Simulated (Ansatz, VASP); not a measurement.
# TaSi in VASP and in Ansatz

```
CELL_PARAMETERS angstrom
3.15334 0.00000 0.00000
0.00000 3.15334 0.00000
0.00000 0.00000 3.15334
ATOMIC_POSITIONS crystal
Ta 0.50000 0.50000 0.50000
Si 0.00000 0.00000 0.00000
```

Alike in both runs: functional PBE; k mesh 18 × 18 × 18; occupations gaussian, width 0.1 eV; no spin polarisation.

Ansatz relaxed the structure, and its values are those at the end. VASP's run is a single point on that final structure, the one shown.

|  | VASP | Ansatz |
| --- | --- | --- |
| version | VASP 6.6.1 | Ansatz 0.2.0 |
| potentials or method | VASP PAW PBE potentials, release 64 (Ta_pv, Si) | scalar-relativistic, plane waves, PAW |
| plane-wave cutoff (eV) | 520 | 420 |
| valence electrons in the cell | 15 | 17 |

|  | VASP | Ansatz | Ansatz less VASP |
| --- | --- | --- | --- |
| gap on the k mesh at the Fermi level (eV) | none | none | - |
| pressure (GPa) | 0.1 | 0.0 | -0.13 |

A gap of «none» marks a metal or a gap that the smearing closes. The two sets of potentials don't hold the same shells in valence.

The runs have no spin-orbit coupling, so splittings on Ta are missing.
